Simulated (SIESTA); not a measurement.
Ta2N under changes of volume

One of the cells (13.895 Å³/atom); the others are scaled copies at fixed shape and fractional positions:

```
Ta N
1.0
     3.13348    0.00000    0.00000
    -1.56674    2.71367    0.00000
     0.00000    0.00000    4.90209
Ta N
2 1
Direct
  0.33333 0.66667 0.25471
  0.66667 0.33333 0.74529
  0.00000 0.00000 0.00000
```

The cell comes from a database or a generator and needn't be the stable form of this composition.

```yaml
Program: SIESTA 5.4.2
Functional: PBE
Potentials_or_basis: PseudoDojo 0.4 standard (PBE files)
Basis: DZP (energy shift 0.003 Ry; two zetas on semicore shells)
Grid_cutoff: 800 Ry
Energy_shift: 0.003 Ry
k_mesh: 10 × 10 × 6
Occupations: fermi-dirac, width 0.05 eV
Spin: no spin polarisation
```

```csv
volume (Å³/atom),energy over the lowest point (meV/atom),pressure (GPa),largest force (eV/Å)
12.805,56.50,22.2,0.991
13.077,25.27,14.7,0.829
13.350,?,?,?
13.895,0.00,-3.7,0.410
14.167,10.68,-8.7,0.297
14.439,29.24,-13.0,0.191
```

Q: What does the run at 13.350 Å³/atom give?

A: Energy over the lowest point 6.34 meV/atom; pressure 7.8 GPa; largest force 0.681 eV/Å.

Worked out: A Birch-Murnaghan fit of order 3 (a polynomial in V^(-2/3)) to the other rows has its minimum at 13.70 Å³/atom with B0 = V·E''(V) = 282 GPa and B' = 4.4 at fixed shape and positions, which overstates the stiffness. It gives 6.20 meV/atom at 13.350 Å³/atom, against the run's 6.34, and -dE/dV = 7.8 GPa, against 7.8.

Energies are extrapolated to zero smearing.

Caveats: short orbitals over semicore shells can move pressures by several GPa; the basis of atomic orbitals isn't converged, which shifts pressures, moduli and gaps.
